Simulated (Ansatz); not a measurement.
A run of Ansatz 0.2.0:

The input input.yaml:

```yaml
crystal:
  lattice:
    - [0.0, 2.454822, 2.454822]
    - [2.454822, 0.0, 2.454822]
    - [2.454822, 2.454822, 0.0]
  atoms:
    - { symbol: Hf, position: [0.0, 0.0, 0.0] }
    - { symbol: "N", position: [0.25, 0.25, 0.25] }
kpoints:
  mp_grid: { grid: [9, 9, 9] }
scf:
  occupations: { method: fermi_dirac, width: 0.05 }
hamiltonian:
  xc: pbesol
  pseudopotentials: { kind: all_electron, lapw: { basis_error: 0.001 } }
output:
  forces: true
  stress: true
  eigenvalues: true
  populations: true
```

Potentials or basis: all-electron LAPW, scalar-relativistic.

Run with:

```console
$ ansatz run input.yaml --threads 1 --pin off --max-ram 3072MiB --backend cpu --events-out ev --progress --plain --runs-dir out
```

Hardware: 1 thread of Arm Neoverse V2, on a shared host.

**Question.** How long does it take, and how much memory?

**Answer.** It took 19 s on 1 thread of Arm Neoverse V2, on a shared host, peak memory 0.31 GiB. Counts: scf iterations 9, plane waves 531, k points 35, bands 31.
